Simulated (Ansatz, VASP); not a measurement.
Cu: VASP beside Ansatz

```
Cu
1.0
     0.00000   -1.80750   -1.80750
     0.00000    1.80750   -1.80750
     3.61500    0.00000    0.00000
Cu
2
Direct
  0.50000 0.50000 0.57261
  0.00000 0.00000 0.92739
```

Change from the starting cell: mode 6 (244.6 1/cm) frozen in, largest displacement +0.263 Å.

Alike in both runs: task single point; functional PBE; k mesh 18 × 18 × 14; occupations gaussian, width 0.15 eV; no spin polarisation.

```csv
,VASP,Ansatz
version,VASP 6.6.1,Ansatz 0.2.0
potentials or method,"VASP PAW PBE potentials, release 64 (Cu)","scalar-relativistic, plane waves, PAW"
plane-wave cutoff (eV),520,420
valence electrons in the cell,22,38
```

VASP gave:

| Property | Result |
| --- | --- |
| gap on the k mesh at the Fermi level (eV) | none |
| rms of the force components (eV/Å) | 2.514 |

Problem. Which values does Ansatz return?

Solution. gap on the k mesh at the Fermi level (eV): none; rms of the force components (eV/Å): 2.500.

Atom by atom the forces differ by 0.014 eV/Å (rms over components). A gap of «none» marks a metal or a gap that the smearing closes. The two sets of potentials don't hold the same shells in valence.

Caveats: forces of over 1 eV/Å show positions far from the minimum, so gaps and moduli don't describe the material at rest.
